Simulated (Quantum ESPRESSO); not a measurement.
# TiO (P-6m2) in Quantum ESPRESSO: further runs, part 2 of 2

Quantum ESPRESSO 7.5. Earlier steps stand in the parts before.

**3. Single point, LDA, 12.11 Å³/atom**

pw.in

```
&CONTROL
  calculation = 'scf'
  prefix = 'pwscf'
  outdir = './tmp'
  pseudo_dir = './pseudo'
  tprnfor = .true.
  tstress = .true.
  disk_io = 'nowf'
/
&SYSTEM
  ibrav = 0
  nat = 2
  ntyp = 2
  ecutwfc = 45
  ecutrho = 360
  nbnd = 15
  occupations = 'smearing'
  smearing = 'fd'
  degauss = 0.00367493
/
&ELECTRONS
  conv_thr = 4d-10
  electron_maxstep = 120
  mixing_beta = 0.5
/
ATOMIC_SPECIES
Ti    47.8670 ti_lda_v1.4.uspp.F.UPF
O     15.9990 o_lda_v1.2.uspp.F.UPF
CELL_PARAMETERS angstrom
   2.9691254955    0.0000000000    0.0000000000
  -1.4845627478    2.5713381062    0.0000000000
   0.0000000000    0.0000000000    3.1716059442
ATOMIC_POSITIONS crystal
Ti     0.6666666667    0.3333333333    0.0000000000
O      0.0000000000    0.0000000000    0.5000000000
K_POINTS automatic
10 10 8 0 0 0
```

Potentials or basis: GBRV 1.5 LDA.

On the command line:

```
> OMP_NUM_THREADS=1 mpirun -n 2 pw.x -nk 2 -in pw.in > pw.out
```

Wall time 8.3 s (2 MPI ranks of Intel Xeon Platinum 8259CL at 2.50GHz (Skylake/Cascade Lake), shared host); peak memory 0.18 GiB.

It converged, with:

| Quantity | Value |
| --- | --- |
| Free energy | -2063.9987 eV |
| Pressure | -42.4 GPa |
| Band gap on the k mesh | none (metal or under the smearing width) |

Caveat: the cell as given lies far from equilibrium; semilocal functionals often make such compounds metallic where correlation or magnetic order opens a gap, which also shifts bond lengths.

**4. Single point, LDA, 12.36 Å³/atom**

Changes to pw.in since step 3:

```diff
@@ -29,5 +29,5 @@
 CELL_PARAMETERS angstrom
-   2.9691254955    0.0000000000    0.0000000000
-  -1.4845627478    2.5713381062    0.0000000000
-   0.0000000000    0.0000000000    3.1716059442
+   2.9900355189    0.0000000000    0.0000000000
+  -1.4950177595    2.5894467176    0.0000000000
+   0.0000000000    0.0000000000    3.1939419332
 ATOMIC_POSITIONS crystal
```

On the command line:

```
> OMP_NUM_THREADS=1 mpirun -n 2 pw.x -nk 2 -in pw.in > pw.out
```

Wall time 7.2 s (2 MPI ranks of Intel Xeon Platinum 8259CL at 2.50GHz (Skylake/Cascade Lake), shared host); peak memory 0.18 GiB.

The run converged. Its results:

```
Free energy            : -2063.8611 eV
Pressure               : -43.4 GPa
Band gap on the k mesh : none (metal or under the smearing width)
```

Caveat: the cell as given lies far from equilibrium; semilocal functionals often make such compounds metallic where correlation or magnetic order opens a gap, which also shifts bond lengths.

**5. Single point, LDA, 12.62 Å³/atom**

Changes to pw.in since step 4:

```diff
@@ -29,5 +29,5 @@
 CELL_PARAMETERS angstrom
-   2.9900355189    0.0000000000    0.0000000000
-  -1.4950177595    2.5894467176    0.0000000000
-   0.0000000000    0.0000000000    3.1939419332
+   3.0106571052    0.0000000000    0.0000000000
+  -1.5053285526    2.6073055352    0.0000000000
+   0.0000000000    0.0000000000    3.2159698151
 ATOMIC_POSITIONS crystal
```

On the command line:

```
> OMP_NUM_THREADS=1 mpirun -n 2 pw.x -nk 2 -in pw.in > pw.out
```

It took 7.4 s on 2 MPI ranks of Intel Xeon Platinum 8259CL at 2.50GHz (Skylake/Cascade Lake), shared host; peak memory 0.18 GiB.

It converged, with:

- Free energy: -2063.7203 eV
- Pressure: -44.3 GPa
- Band gap on the k mesh: none (metal or under the smearing width)

Caveat: the cell as given lies far from equilibrium; semilocal functionals often make such compounds metallic where correlation or magnetic order opens a gap, which also shifts bond lengths.

**6. Single point, LDA, 12.88 Å³/atom**

Changes to pw.in since step 5:

```diff
@@ -29,5 +29,5 @@
 CELL_PARAMETERS angstrom
-   3.0106571052    0.0000000000    0.0000000000
-  -1.5053285526    2.6073055352    0.0000000000
-   0.0000000000    0.0000000000    3.2159698151
+   3.0310000000    0.0000000000    0.0000000000
+  -1.5155000000    2.6249229989    0.0000000000
+   0.0000000000    0.0000000000    3.2377000000
 ATOMIC_POSITIONS crystal
```

Potentials or basis: GBRV 1.5 LDA.

On the command line:

```
> OMP_NUM_THREADS=1 mpirun -n 2 pw.x -nk 2 -in pw.in > pw.out
```

Run time: 7.5 s. Hardware: 2 MPI ranks of Intel Xeon Platinum 8259CL at 2.50GHz (Skylake/Cascade Lake), shared host; peak memory 0.18 GiB.

The run converged. Its results:

| Property | Result |
| --- | --- |
| Free energy | -2063.5769 eV |
| Pressure | -45.0 GPa |
| Band gap on the k mesh | none (metal or under the smearing width) |

Caveat: the cell as given lies far from equilibrium; semilocal functionals often make such compounds metallic where correlation or magnetic order opens a gap, which also shifts bond lengths.

**7. Single point, LDA, 13.14 Å³/atom**

Changes to pw.in since step 6:

```diff
@@ -29,5 +29,5 @@
 CELL_PARAMETERS angstrom
-   3.0310000000    0.0000000000    0.0000000000
-  -1.5155000000    2.6249229989    0.0000000000
-   0.0000000000    0.0000000000    3.2377000000
+   3.0510734327    0.0000000000    0.0000000000
+  -1.5255367163    2.6423071015    0.0000000000
+   0.0000000000    0.0000000000    3.2591423467
 ATOMIC_POSITIONS crystal
```

On the command line:

```
> OMP_NUM_THREADS=1 mpirun -n 2 pw.x -nk 2 -in pw.in > pw.out
```

It took 7.9 s on 2 MPI ranks of Intel Xeon Platinum 8259CL at 2.50GHz (Skylake/Cascade Lake), shared host; peak memory 0.18 GiB.

Results (log left out):

```yaml
Free_energy: -2063.4316 eV
Pressure: -45.5 GPa
Band_gap_on_the_k_mesh: none (metal or under the smearing width)
```

Caveat: the cell as given lies far from equilibrium; semilocal functionals often make such compounds metallic where correlation or magnetic order opens a gap, which also shifts bond lengths.

**8. Single point, LDA, 13.39 Å³/atom**

Changes to pw.in since step 7:

```diff
@@ -29,5 +29,5 @@
 CELL_PARAMETERS angstrom
-   3.0510734327    0.0000000000    0.0000000000
-  -1.5255367163    2.6423071015    0.0000000000
-   0.0000000000    0.0000000000    3.2591423467
+   3.0708861530    0.0000000000    0.0000000000
+  -1.5354430765    2.6594654206    0.0000000000
+   0.0000000000    0.0000000000    3.2803062017
 ATOMIC_POSITIONS crystal
```

On the command line:

```
> OMP_NUM_THREADS=1 mpirun -n 2 pw.x -nk 2 -in pw.in > pw.out
```

It took 7.7 s on 2 MPI ranks of Intel Xeon Platinum 8259CL at 2.50GHz (Skylake/Cascade Lake), shared host; peak memory 0.18 GiB.

It converged, with:

| Item | Value |
| --- | --- |
| Free energy | -2063.2848 eV |
| Pressure | -45.9 GPa |
| Band gap on the k mesh | none (metal or under the smearing width) |

Caveat: the cell as given lies far from equilibrium; semilocal functionals often make such compounds metallic where correlation or magnetic order opens a gap, which also shifts bond lengths.

**9. Single point, LDA, 13.65 Å³/atom**

Changes to pw.in since step 8:

```diff
@@ -29,5 +29,5 @@
 CELL_PARAMETERS angstrom
-   3.0708861530    0.0000000000    0.0000000000
-  -1.5354430765    2.6594654206    0.0000000000
-   0.0000000000    0.0000000000    3.2803062017
+   3.0904464648    0.0000000000    0.0000000000
+  -1.5452232324    2.6764051475    0.0000000000
+   0.0000000000    0.0000000000    3.3012004352
 ATOMIC_POSITIONS crystal
```

Potentials or basis: GBRV 1.5 LDA.

On the command line:

```
> OMP_NUM_THREADS=1 mpirun -n 2 pw.x -nk 2 -in pw.in > pw.out
```

It took 8 s on 2 MPI ranks of Intel Xeon Platinum 8259CL at 2.50GHz (Skylake/Cascade Lake), shared host; peak memory 0.18 GiB.

It converged, with:

| Item | Value |
| --- | --- |
| Free energy | -2063.1370 eV |
| Pressure | -46.2 GPa |
| Band gap on the k mesh | none (metal or under the smearing width) |

Caveat: the cell as given lies far from equilibrium; semilocal functionals often make such compounds metallic where correlation or magnetic order opens a gap, which also shifts bond lengths.

**10. Equation of state, LDA**

No new run: the results of the series are fitted here.

What came out:

```
Equilibrium volume : outside the volumes run
```

Energy against volume, from the lowest point:
```
volume (Å³/atom)  energy (meV/atom)
          12.107               0.00
          12.365              68.82
          12.622             139.21
          12.880             210.88
          13.137             283.55
          13.395             356.93
          13.653             430.87
```

**11. For comparison**

An earlier run on the cell as given: functional PBEsol; potentials or basis GBRV 1.5 PBEsol; cutoff 612 eV; density cutoff 4898 eV; k mesh 10 × 10 × 8; occupations fermi-dirac, width 0.05 eV; no spin polarisation.

* Pressure: -40.4 GPa
* Band gap on the k mesh: none (metal or under the smearing width)

**12. The runs side by side**

```csv
task,level,potentials or basis,form of the LDA correlation,gap on the mesh (eV),pressure (GPa)
band structure,PBEsol,GBRV 1.5 PBEsol,-,none,-40.4
equation of state,LDA,GBRV 1.5 LDA,PZ81,-,-
single point,PBEsol,GBRV 1.5 PBEsol,-,none,-40.4
```

Alike in all rows: no spin polarisation; cell as given; k mesh 10 × 10 × 8; cutoff (eV) 612; smearing fermi-dirac 0.05 eV.

Caveats: a pressure of tens of GPa on the cell as given is suspect, and the run, the potentials or the cell itself is likely at fault (some runs); semilocal functionals often make such compounds metallic where correlation or magnetic order opens a gap, which also shifts bond lengths (some runs).

Absolute energies hang on the potentials; compare differences alone.
